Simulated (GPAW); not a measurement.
Here is a GPAW 26.7.0 calculation.

Contents of run.py:

```python
from ase.dft.bandgap import bandgap
from ase.io import read, write
from ase.units import GPa
from gpaw import GPAW, PW

atoms = read('W.cif')

calc = GPAW(mode=PW(450),
            xc='MGGA_X_R2SCAN+MGGA_C_R2SCAN',
            kpts={'size': (10, 10, 10), 'gamma': True},
            occupations={'name': 'fermi-dirac', 'width': 0.05},
            nbands=16,
            maxiter=120,
            txt='gpaw.txt')
atoms.calc = calc
energy = atoms.get_potential_energy()
forces = atoms.get_forces()
stress = atoms.get_stress()
calc.write('gs.gpw')
write('result.traj', atoms)
print(f'Energy: {energy:.6f} eV')
print('Forces (eV/A):')
print(forces.round(4))
print('Stress (GPa):', (stress / GPa).round(3))
print('Fermi level:', round(calc.get_fermi_level(), 4), 'eV')
print(f'Gap: {bandgap(calc)[0]:.4f} eV, direct: {bandgap(calc, direct=True)[0]:.4f} eV')
```

Contents of W.cif:

```cif
data_W
_cell_length_a 2.70366088
_cell_length_b 2.70366088
_cell_length_c 2.70366088
_cell_angle_alpha 109.47122063
_cell_angle_beta 109.47122063
_cell_angle_gamma 109.47122063
_space_group_name_H-M_alt 'P1'
_space_group_name_Hall 'P 1'
_space_group_IT_number 1
loop_
_space_group_symop_operation_xyz
'x,y,z'
loop_
_atom_site_label
_atom_site_type_symbol
_atom_site_symmetry_multiplicity
_atom_site_Wyckoff_symbol
_atom_site_fract_x
_atom_site_fract_y
_atom_site_fract_z
_atom_site_occupancy
W1 W 1 a 0.0000000000 0.0000000000 0.0000000000 1
```

Potentials or basis: GPAW PAW data sets (gpaw-data 1.2.1), pw.

The run is started by

```sh
$ OMP_NUM_THREADS=1 python run.py
```

Q: Predict the band gap on the k mesh.

A: None (metal or under the smearing width).

Q: Estimate the pressure.

A: 16.7 GPa.

Caveat: the cutoff is short for stress and forces, so pressures can be off by a GPa or more; the PAW data sets were made with another functional, which shifts forces and pressure a little. The run has no spin-orbit coupling, so splittings on W are missing.
